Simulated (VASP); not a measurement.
Runs of VASP 6.6.1 on HgTe (Coloradoite). The structure is cubic, space group F-43m (No. 216). The conventional cell has a = 6.429 Å, b = 6.429 Å, c = 6.429 Å, α = 90.00°, β = 90.00°, γ = 90.00°. Hg (site symmetry -43m) is surrounded by 4 Te at 2.78 Å. Te (site symmetry -43m) has 4 Hg at 2.78 Å as nearest neighbours. 

```csv
task,level,cell,cutoff (eV),smearing,gap on the mesh (eV),pressure (GPa),relaxed volume (Å³/atom)
relaxation of cell and atoms,PBE+D4,relaxed,600,fermi-dirac 0.05 eV,none,0.0,35.09
single point,PBE,as given,520,gaussian 0.028 eV,none,4.6,-
relaxation of cell and atoms,PBE+rVV10,relaxed,600,fermi-dirac 0.05 eV,none,0.0,35.97
relaxation of cell and atoms,PBE+D3,relaxed,600,fermi-dirac 0.05 eV,none,0.0,(b)
relaxation of cell and atoms,PBE+TS,relaxed,600,fermi-dirac 0.05 eV,none,0.0,(a)
relaxation of cell and atoms,PBEsol+D3(BJ),relaxed,600,fermi-dirac 0.05 eV,none,0.0,33.35
relaxation of cell and atoms,PBE+D3(BJ),relaxed,600,fermi-dirac 0.05 eV,none,0.0,(c)
relaxation of cell and atoms,PBE+MBD,relaxed,600,fermi-dirac 0.05 eV,none,0.0,35.86
```

Alike in all rows: potentials or basis VASP PAW PBE potentials, release 64 (Hg, Te); no spin polarisation; k mesh 7 × 7 × 7.

Question: Fill in the values left out.

Answer: (a) 35.16; (b) 35.15; (c) 35.14.

Caveats: pairwise dispersion overbinds metals, which lowers pressure and volume (some runs); atom-pairwise D2, TS and ULG terms overbind metals (some runs); the PAW data sets were made with another functional, which shifts forces and pressure a little (some runs).

A k mesh can miss the band edges, and the runs leave out spin-orbit coupling on Hg, Te.

A gap of «none» marks a metal or a gap under the smearing width.
